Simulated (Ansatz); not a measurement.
A series in temperature on Cu

All results are calculated (Ansatz 0.2.0). Harmonic vibrational free energy, entropy and heat capacity at constant volume, per atom, from the force constants of a q mesh, imaginary modes left out; plane waves with PAW datasets, Gamma-centred k mesh.

Structure of every row (space group Fm-3m, No. 225):
```
CELL_PARAMETERS angstrom
0.00000 1.79390 1.79390
1.79390 0.00000 1.79390
1.79390 1.79390 0.00000
ATOMIC_POSITIONS crystal
Cu 0.00000 0.00000 0.00000
```

Settings of every row: functional PBEsol; dispersion none; spin none; wave cutoff 420 eV; k mesh 20x20x20; occupations fermi dirac; smearing width 0.15 eV; volume over rest 1.02; phonon method linear response; q mesh 2x2x2.

Limits: coarse q mesh; metal sensitive to the k mesh.

| row | temperature (K) | phonon entropy (kB/atom) | phonon heat capacity (kB/atom) | phonon free energy (meV/atom) |
| --- | --- | --- | --- | --- |
| 1 | 200 | 2.783 | 2.644 | 10.3 |
| 2 | 300 | 3.898 | 2.833 | -18.8 |
| 3 | 400 | ? | ? | ? |
| 4 | 500 | 5.376 | 2.938 | -99.7 |
| 5 | 600 | 5.914 | 2.957 | -148.4 |
| 6 | 700 | 6.371 | 2.968 | -201.4 |
| 7 | 800 | 6.768 | 2.976 | -258.1 |
| 8 | 900 | 7.118 | 2.981 | -317.9 |
| 9 | 1000 | 7.433 | 2.984 | -380.6 |

Question: what phonon entropy and phonon heat capacity should row 3 give?

Worked fit of phonon entropy. Entropy rises as the heat capacity times the change of ln T, so take t = ln(T / 300 K). The shown rows have t = -0.4055, 0, 0.5108, 0.6931, 0.8473, 0.9808, 1.0986, 1.204. Least squares give phonon entropy = 3.9092 + 2.82607 × t + 0.08732 × t² kB/atom; a straight line predicts inner rows, each left out in turn, worse (root mean square 0.022 against 0.0079 kB/atom). The rows lie off it by 0.005, -0.011, 0.000, 0.004, 0.005, 0.003, -0.001, -0.005 (root mean square 0.0053 kB/atom), a smooth pattern that one more power would take up: the form is only approximate. The slope at t = 0, 2.83 kB/atom, estimates the heat capacity at 300 K. The withheld row has t = 0.2877, so the fit gives 3.9092 + 2.82607 × (0.2877) + 0.08732 × (0.2877)² = 4.729 kB/atom.

The calculation gave 4.724 kB/atom. The fit lies 0.005 kB/atom (0.11 % of the column's range) above it; its largest miss of a shown row is 0.011 kB/atom.

Worked fit of phonon heat capacity. At high temperature a harmonic heat capacity falls short of its limit by a term in 1/T², so take t = (100 K / T)². The shown rows have t = 0.25, 0.11111, 0.04, 0.02778, 0.02041, 0.01562, 0.01235, 0.01. Least squares give phonon heat capacity = 3 − 1.5669 × t + 0.572 × t² kB/atom; a straight line predicts inner rows, each left out in turn, worse (root mean square 0.0032 against 0.00033 kB/atom). All shown rows lie on it to the printed digit. The constant, 3 kB/atom, is to be held against the harmonic limit of 3 k_B an atom. The withheld row has t = 0.0625, so the fit gives 3 − 1.5669 × (0.0625) + 0.572 × (0.0625)² = 2.904 kB/atom.

The calculation gave 2.904 kB/atom. The fit meets it to the printed digit.

The other values of row 3: phonon free energy -56.1 meV/atom.
